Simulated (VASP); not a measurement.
# BN (P6_3/mmc) in VASP: settings compared, part 3 of 3

VASP 6.6.1. Earlier steps stand in the parts before.

### Step 5. Band structure, TB-mBJ

POSCAR reads:

```
BN
1.0
    2.4982400000      0.0000000000      0.0000000000
   -1.2491200000      2.1635393048      0.0000000000
    0.0000000000      0.0000000000      6.6357000000
N B
2 2
Direct
    0.6666666667      0.3333333333      0.2500000000
    0.3333333333      0.6666666667      0.7500000000
    0.6666666667      0.3333333333      0.7500000000
    0.3333333333      0.6666666667      0.2500000000
```

INCAR.step1 reads:

```
SYSTEM = BN
PREC     = Accurate       ! precision mode
ENCUT    = 520            ! plane-wave cutoff, eV
EDIFF    = 1E-5           ! SCF threshold, eV
ISMEAR   = 0              ! smearing method
SIGMA    = 0.02           ! smearing width, eV
LREAL    = .FALSE.        ! projectors in reciprocal space
LASPH    = .TRUE.         ! aspherical terms in the spheres
NELM     = 80             ! most SCF steps
ALGO     = Normal         ! electronic algorithm
ISIF     = 2              ! what is computed and relaxed
LWAVE    = .TRUE.         ! write WAVECAR
LCHARG   = .FALSE.        ! write CHGCAR
GGA      = PE             ! functional
```

INCAR.step2 reads:

```
SYSTEM = BN
PREC     = Accurate       ! precision mode
ENCUT    = 520            ! plane-wave cutoff, eV
EDIFF    = 1E-6           ! SCF threshold, eV
ISMEAR   = 0              ! smearing method
SIGMA    = 0.02           ! smearing width, eV
LREAL    = .FALSE.        ! projectors in reciprocal space
LASPH    = .TRUE.         ! aspherical terms in the spheres
NELM     = 80             ! most SCF steps
ALGO     = Normal         ! electronic algorithm
ISIF     = 2              ! what is computed and relaxed
LWAVE    = .FALSE.        ! write WAVECAR
LCHARG   = .FALSE.        ! write CHGCAR
METAGGA  = MBJ            ! meta-GGA
ISTART   = 1
```

KPOINTS reads:

```
regular mesh
0
G
  12 12 4
  0 0 0
```

KPOINTS_OPT reads:

```
path GMKGALHA,LM,KH
20
line-mode
reciprocal
 0.0000000000  0.0000000000  0.0000000000  G
 0.5000000000  0.0000000000  0.0000000000  M

 0.5000000000  0.0000000000  0.0000000000  M
 0.3333333333  0.3333333333  0.0000000000  K

 0.3333333333  0.3333333333  0.0000000000  K
 0.0000000000  0.0000000000  0.0000000000  G

 0.0000000000  0.0000000000  0.0000000000  G
 0.0000000000  0.0000000000  0.5000000000  A

 0.0000000000  0.0000000000  0.5000000000  A
 0.5000000000  0.0000000000  0.5000000000  L

 0.5000000000  0.0000000000  0.5000000000  L
 0.3333333333  0.3333333333  0.5000000000  H

 0.3333333333  0.3333333333  0.5000000000  H
 0.0000000000  0.0000000000  0.5000000000  A

 0.5000000000  0.0000000000  0.5000000000  L
 0.5000000000  0.0000000000  0.0000000000  M

 0.3333333333  0.3333333333  0.0000000000  K
 0.3333333333  0.3333333333  0.5000000000  H
```

On the command line:

```bash
> cat potpaw_PBE.64/N/POTCAR potpaw_PBE.64/B/POTCAR > POTCAR
> cp INCAR.step1 INCAR
> mpirun -np 1 vasp_std > vasp.out
> cp INCAR.step2 INCAR
> mpirun -np 1 vasp_std > vasp.out
```

Wall time 3.5 min (1 thread of Intel Xeon Platinum 8375C at 2.90GHz (Ice Lake), shared host); peak memory 0.18 GiB.

Results (log left out):

```
Band gap on the k mesh  : 6.04 eV, indirect (least direct gap 6.41 eV)
Band gap along the path : 6.01 eV, indirect (least direct gap 6.41 eV)
```

Levels at the corners of the path, in eV from the valence-band top:
| point | band 4 | band 5 | band 6 | band 7 | band 8 | band 9 | band 10 | band 11 | band 12 |
| --- | --- | --- | --- | --- | --- | --- | --- | --- | --- |
| Γ | -3.77 | -1.84 | -1.84 | -1.81 | -1.81 | 6.62 | 11.99 | 12.44 | 12.46 |
| M | -9.16 | -4.53 | -4.47 | -1.21 | -0.40 | 6.01 | 7.22 | 10.57 | 10.81 |
| M | -9.16 | -4.53 | -4.47 | -1.21 | -0.40 | 6.01 | 7.22 | 10.57 | 10.81 |
| K | -7.99 | -7.60 | -7.60 | -0.08 | -0.08 | 6.72 | 6.72 | 12.14 | 14.69 |
| K | -7.99 | -7.60 | -7.60 | -0.08 | -0.08 | 6.72 | 6.72 | 12.14 | 14.69 |
| Γ | -3.77 | -1.84 | -1.84 | -1.81 | -1.81 | 6.62 | 11.99 | 12.43 | 12.44 |
| Γ | -3.77 | -1.84 | -1.84 | -1.81 | -1.81 | 6.62 | 11.99 | 12.43 | 12.44 |
| A | -4.82 | -1.83 | -1.83 | -1.83 | -1.83 | 8.98 | 8.98 | 12.49 | 12.49 |
| A | -4.82 | -1.83 | -1.83 | -1.83 | -1.83 | 8.98 | 8.98 | 12.49 | 12.49 |
| L | -9.19 | -4.50 | -4.50 | -0.79 | -0.79 | 6.38 | 6.38 | 10.84 | 10.84 |
| L | -9.19 | -4.50 | -4.50 | -0.79 | -0.79 | 6.38 | 6.38 | 10.84 | 10.84 |
| H | -8.06 | -7.60 | -7.60 | -0.03 | -0.03 | 6.52 | 6.52 | 13.36 | 13.36 |
| H | -8.06 | -7.60 | -7.60 | -0.03 | -0.03 | 6.52 | 6.52 | 13.36 | 13.36 |
| A | -4.82 | -1.83 | -1.83 | -1.83 | -1.83 | 8.98 | 8.98 | 12.49 | 12.49 |
| L | -9.19 | -4.50 | -4.50 | -0.79 | -0.79 | 6.38 | 6.38 | 10.84 | 10.84 |
| M | -9.16 | -4.53 | -4.47 | -1.21 | -0.40 | 6.01 | 7.22 | 10.57 | 10.81 |
| K | -7.99 | -7.60 | -7.60 | -0.08 | -0.08 | 6.72 | 6.72 | 12.14 | 14.69 |
| H | -8.06 | -7.60 | -7.60 | -0.03 | -0.03 | 6.52 | 6.52 | 13.36 | 13.36 |

Caveat: the PAW data sets were made with another functional, which shifts forces and pressure a little.

### Step 6. The reference run

An earlier run on the cell as given: functional PBE; potentials or basis VASP PAW PBE potentials, release 64 (N, B); cutoff 520 eV; k mesh 12 × 12 × 4; occupations fermi-dirac, width 0.05 eV; no spin polarisation.

- Pressure: 5.1 GPa
- Band gap on the k mesh: 4.29 eV, indirect (least direct gap 4.66 eV)

### Step 7. Overview

| task | level | potentials or basis | cell | k mesh | cutoff (eV) | smearing | ions in elastic constants | ladder | gap on the mesh (eV) | pressure (GPa) |
| --- | --- | --- | --- | --- | --- | --- | --- | --- | --- | --- |
| elastic constants | PBEsol | VASP PAW PBE potentials, release 64 (N, B) | relaxed | 9 × 9 × 3 | 600 | gaussian 0.02 eV | relaxed | - | - | - |
| band structure | LDA | VASP PAW LDA potentials, release 64 (N, B) | as given | 12 × 12 × 4 | 520 | gaussian 0.02 eV | - | free | 4.09 | - |
| band structure | r2SCAN | VASP PAW PBE potentials, release 64 (N, B) | as given | 12 × 12 × 4 | 520 | gaussian 0.02 eV | - | free | 4.89 | 1.5 |
| band structure | TB-mBJ | VASP PAW PBE potentials, release 64 (N, B) | as given | 12 × 12 × 4 | 520 | gaussian 0.02 eV | - | free | 6.04 | - |
| single point | PBE | VASP PAW PBE potentials, release 64 (N, B) | as given | 12 × 12 × 4 | 520 | fermi-dirac 0.05 eV | - | - | 4.29 | 5.1 |

Alike in all rows: no spin polarisation.

Caveats: the PAW data sets were made with another functional, which shifts forces and pressure a little (some runs); this functional lacks dispersion, which binds the layers, so the pressure and a relaxed spacing across them are unreliable (some runs).

Absolute energies hang on the potentials; compare differences alone.
